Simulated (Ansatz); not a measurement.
# Al: the cost of one run

Method: DFT PBE, scalar-relativistic, plane waves, PAW, in Ansatz 0.2.0.

## Step 1: Starting point

The structure is cubic, space group Fm-3m (No. 225). Conventional cell: a = 4.039 Å, b = 4.039 Å, c = 4.039 Å, α = 90.00°, β = 90.00°, γ = 90.00°. Al (site symmetry m-3m) is surrounded by 12 Al at 2.86 Å.

Structure file:

```
CELL_PARAMETERS angstrom
0.00000 2.01946 2.01946
2.01946 0.00000 2.01946
2.01946 2.01946 0.00000
ATOMIC_POSITIONS crystal
Al 0.00000 0.00000 0.00000
```

Source of the structure: the Materials Project (structure only).

(A quick probe on a coarse mesh, which set the mesh and smearing, is not shown.)

## Step 3: Relaxing cell and atoms

File input.yaml:

```yaml
crystal:
  lattice:
    - [0.0, 2.01946485, 2.01946485]
    - [2.01946485, 0.0, 2.01946485]
    - [2.01946485, 2.01946485, 0.0]
  atoms:
    - { symbol: Al, position: [0.0, 0.0, 0.0] }
basis:
  ecutwfc: 420
kpoints:
  mp_grid: { grid: [18, 18, 18] }
hamiltonian:
  xc: pbe
scf:
  occupations: { method: gaussian, width: 0.1 }
output:
  forces: true
  stress: true
  eigenvalues: true
  write_density: true
  write_potential: true
  elf: true
  volumetric_format: npy
relax:
  adjacent_minimum: "off"
  f_tol: 0.005
  max_steps: 80
  cell: { stress_tol: 0.05 }
```

Command:

```bash
> ansatz run input.yaml --threads 4 --pin off --max-ram 8192MiB --backend cpu --events-out ev --progress --plain --runs-dir out
```

**Question.** How long does this run take on 4 threads of Arm Neoverse V1, shared host, and how much memory does it need?

About 1.6 s, with a peak of 0.29 GiB.
